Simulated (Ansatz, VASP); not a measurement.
# PbSe in VASP and in Ansatz

File INCAR:

```
SYSTEM = PbSe
PREC = Accurate ; ENCUT = 520
EDIFF = 1E-6 ; ISMEAR = 0
SIGMA = 0.01 ; LREAL = .False.
LASPH = .True. ; NELM = 60
ALGO = Normal ; ISIF = 2
LWAVE = .False. ; LCHARG = .False.
GGA = PE ; NBANDS = 17
```

File KPOINTS:

```
regular mesh
0
Gamma
  10 10 10
  0 0 0
```

POSCAR

```
PbSe
1.0
    0.0000000000      3.1397274185      3.1397274185
    3.1397274185      0.0000000000      3.1397274185
    3.1397274185      3.1397274185      0.0000000000
Pb Se
1 1
Direct
    0.0000000000      0.0000000000      0.0000000000
    0.5000000000      0.5000000000      0.5000000000
```

Input for Ansatz:

```yaml
crystal:
  lattice:
    - [0.0, 3.1397274185, 3.1397274185]
    - [3.1397274185, 0.0, 3.1397274185]
    - [3.1397274185, 3.1397274185, 0.0]
  atoms:
    - { symbol: Pb, position: [0.0, 0.0, 0.0] }
    - { symbol: Se, position: [0.5, 0.5, 0.5] }
basis:
  ecutwfc: 420
kpoints:
  mp_grid: { grid: [10, 10, 10] }
hamiltonian:
  xc: pbe
scf:
  occupations: { method: gaussian, width: 0.01 }
output:
  forces: true
  stress: true
  eigenvalues: true
```

Alike in both runs: task single point; functional PBE; k mesh 10 × 10 × 10; occupations gaussian, width 0.01 eV; no spin polarisation.

|  | VASP | Ansatz |
| --- | --- | --- |
| version | VASP 6.6.1 | Ansatz 0.2.0 |
| potentials or method | VASP PAW PBE potentials, release 64 (Pb_d, Se) | scalar-relativistic, plane waves, PAW |
| plane-wave cutoff (eV) | 520 | 420 |
| valence electrons in the cell | 20 | 30 |

```csv
,VASP,Ansatz,Ansatz less VASP
gap on the k mesh at the Fermi level (eV),0.52,0.52,-0.005
least direct gap on the mesh (eV),0.52,0.52,-0.005
pressure (GPa),-1.3,-1.3,+0.02
```

The functional is the same, so the differences come from potentials, cutoffs and numerics. The two sets of potentials don't hold the same shells in valence.

Caveats: spin-orbit coupling is left out, which as a rule narrows the gap of such compounds by several tenths of an eV. A k mesh can miss the band edges.
